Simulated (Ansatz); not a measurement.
Crystal: Co.

```
Co
1.0
     2.47200    0.00000    0.00000
    -1.23600    2.14081    0.00000
     0.00000    0.00000    4.02114
Co
2
Direct
  0.66667 0.33333 0.75000
  0.33333 0.66667 0.25000
```

Base run:

* Program: Ansatz 0.2.0
* Functional: PBE
* Potentials or basis: all-electron LAPW, scalar-relativistic
* Cutoff: 315 eV (chosen from the basis error)
* Basis error allowed: 0.001 eV/atom
* k mesh: 12 × 12 × 7
* Occupations: fermi-dirac, width 0.05 eV
* Spin: collinear spin, ferromagnetic start
* Starting moments: [2.0, 2.0] μB

Its results: pressure 4.6 GPa; net moment 3.21 μB per cell; site moments Co +1.66 μB.

Task: The run is repeated on the same cell with these changes: functional from PBE to PBEsol. What comes out?

Result: Pressure -5.8 GPa; net moment 3.20 μB per cell; site moments Co +1.65 μB.

PBEsol binds more tightly than PBE, so the same cell stands under less pressure.
